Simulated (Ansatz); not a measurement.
## GePt: rigid cleavage

All numbers below come from Ansatz, DFT PBEsol, scalar-relativistic, plane waves, PAW. The runs took a 420 eV cutoff, a Γ-centred 10×7×4 mesh and Gaussian smearing (0.15 eV). Spin–orbit coupling is left out, which can shift energies with elements as heavy as these. No spin polarisation. Energies are free energies at this smearing, counted from the undisturbed cell; pressure is positive in compression.

Reference structure (relaxed at this level; it needn't be the usual structure):

```xyz
16
Lattice="0.0000 -3.7003 0.0000 0.0000 0.0000 -6.0924 11.4812 0.0000 0.0000" Properties=species:S:1:pos:R:3 pbc="T T T"
Ge    4.1468   -0.9251   -2.5099
Ge    9.8874   -0.9251   -2.5099
Ge    0.5284   -2.7753   -3.5825
Ge    6.2690   -2.7753   -3.5825
Ge    3.3987   -2.7753   -5.5562
Ge    9.1393   -2.7753   -5.5562
Ge    1.2765   -0.9251   -0.5363
Ge    7.0171   -0.9251   -0.5363
Pt    5.2035   -0.9251   -4.9278
Pt   10.9441   -0.9251   -4.9278
Pt   10.9528   -2.7753   -1.1646
Pt    5.2122   -2.7753   -1.1646
Pt    2.3419   -2.7753   -1.8816
Pt    8.0825   -2.7753   -1.8816
Pt    2.3332   -0.9251   -4.2108
Pt    8.0738   -0.9251   -4.2108
```

The cut lies on the cell's a–b face, a (1 0 0) plane (indices in the standard cell, whose axes needn't be the Cartesian ones shown) of area 22.54 Å², between layers 1.06 Å apart. Vector c is lengthened by d along the normal with the atoms' Cartesian places fixed: one unrelaxed cut a cell. The cell is metallic on the mesh throughout.

```
d (Å) energy (J/m²)
 0.00           0.00
 0.50           0.79
 1.00           1.94
 3.00           3.53
```

(1) Predict the traction dE/dd (GPa) at each point.

Results:

(1)
```
d (Å) traction dE/dd (GPa)
 0.00                  -0.1
 0.50                  24.0
 1.00                  20.0
 3.00                   1.6
```

Cost: 4 runs of about 21 core-minutes in all, on Intel Xeon Platinum 8375C (Ice Lake) (shared hosts).